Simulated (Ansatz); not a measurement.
# CeO2: the cost of one run

Program: Ansatz 0.2.0. Level of theory: DFT PBE, scalar-relativistic, plane waves, PAW. These are calculated values, not measurements.

### 1 The system as given

It takes space group Fm-3m (No. 225, cubic). The conventional cell has a = 5.464 Å, b = 5.464 Å, c = 5.464 Å, α = 90.00°, β = 90.00°, γ = 90.00°. Ce (site symmetry m-3m) has 8 O at 2.37 Å as nearest neighbours. Around O (site symmetry -43m) lie 4 Ce at 2.37 Å.

Coordinates:

```xyz
3
Lattice="0.0000 2.7321 2.7321 2.7321 0.0000 2.7321 2.7321 2.7321 0.0000" Properties=species:S:1:pos:R:3 pbc="T T T"
Ce    0.0000    0.0000    0.0000
O     1.3661    1.3661    1.3661
O     4.0982    4.0982    4.0982
```

This cell comes from an earlier session at PBE: 13.596 Å³/atom at 0.00 GPa, on a 12×12×12 mesh.

The changes: atom 3 (O) moved 0.08 Å along y; atom 2 (O) moved 0.05 Å along z; strain e2 = +0.02, atoms carried along; all atoms moved at random (σ = 0.03 Å), cell strained at random (1 %); all atoms moved at random (σ = 0.15 Å), cell strained at random (1 %).

### 2 Atom 3 (O) moved 0.08 Å along y

input.yaml

```yaml
crystal:
  lattice:
    - [0.0, 2.7321286399, 2.7321286399]
    - [2.7321286399, 0.0, 2.7321286399]
    - [2.7321286399, 2.7321286399, 0.0]
  atoms:
    - { symbol: Ce, position: [0.0, 0.0, 0.0] }
    - { symbol: O, position: [0.25, 0.25, 0.25] }
    - { symbol: O, position: [0.7646405991, 0.7353594009, 0.7646405991] }
basis:
  ecutwfc: 420
  ecutrho_ratio: 4
kpoints:
  mp_grid: { grid: [12, 12, 12] }
hamiltonian:
  xc: pbe
scf:
  occupations: { method: gaussian, width: 0.05 }
output:
  forces: true
  stress: true
  eigenvalues: true
  write_density: true
  write_potential: true
  elf: true
  volumetric_format: npy
```

Command:

```
ansatz run input.yaml --threads 2 --pin off --max-ram 3072MiB --backend cpu --events-out ev --progress --plain --runs-dir out
```

Q: Estimate wall time and peak memory on 2 threads of Arm Neoverse N1, shared host.

About 31 s, with a peak of 0.53 GiB.
